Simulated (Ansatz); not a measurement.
Straining Cl

Method: DFT PBE+D3(BJ), scalar-relativistic, plane waves, PAW in Ansatz 0.2.0. Run with 420 eV cutoff, 4×8×4 k-mesh, Gaussian smearing of 0.02 eV, no spin polarisation.

The relaxed crystal:

```yaml
crystal:
  lattice:
    - [6.59146, 0.00000, 0.00000]
    - [0.00000, 4.06878, 0.00000]
    - [0.00000, 0.00000, 8.09220]
  atoms:
    - { symbol: Cl, position: [0.50000, 0.37552, 0.10890] }
    - { symbol: Cl, position: [0.50000, 0.87552, 0.39110] }
    - { symbol: Cl, position: [0.50000, 0.62448, 0.89110] }
    - { symbol: Cl, position: [0.50000, 0.12448, 0.60890] }
    - { symbol: Cl, position: [0.00000, 0.87552, 0.10890] }
    - { symbol: Cl, position: [0.00000, 0.37552, 0.39110] }
    - { symbol: Cl, position: [0.00000, 0.12448, 0.89110] }
    - { symbol: Cl, position: [0.00000, 0.62448, 0.60890] }
```

Deformation: uniaxial strain along c, with the lengths of a and b and the atoms relaxed and the angles held, all within the symmetry that the strain leaves. Energies are extrapolated to zero smearing. Gaps are Kohn–Sham gaps over the whole zone.

| strain (%) | ΔE (meV/atom) | a (Å) | b (Å) | c (Å) | gap (eV) |
| --- | --- | --- | --- | --- | --- |
| -4.5 | 2.3 | 6.561 | 4.250 | 7.728 | 2.39 |
| -3.0 | 1.1 | 6.567 | 4.187 | 7.849 | 2.39 |
| -1.5 | 0.3 | 6.581 | 4.124 | 7.971 | 2.30 |
| +0.0 | 0.0 | 6.591 | 4.069 | 8.092 | 2.19 |
| +1.5 | 0.3 | 6.611 | 4.023 | 8.214 | 2.09 |
| +3.0 | 1.2 | 6.628 | 3.979 | 8.335 | 2.00 |
| +4.5 | 2.6 | 6.644 | 3.948 | 8.456 | 1.93 |

Problem. What stiffness (1/V) d²E/dε² at zero strain does a cubic fit over all points give?

Solution. A cubic fit gives (1/V) d²E/dε² = 14 GPa at zero strain (Young's modulus along this axis, angles held).

Problem. How does the free axis a answer a small strain?

Solution. Between the innermost points its strain is 0.15 times the applied one.

Problem. How fast does the gap move with strain on either side?

Solution. -76 meV per percent on the compressed side and -67 meV per percent on the stretched side.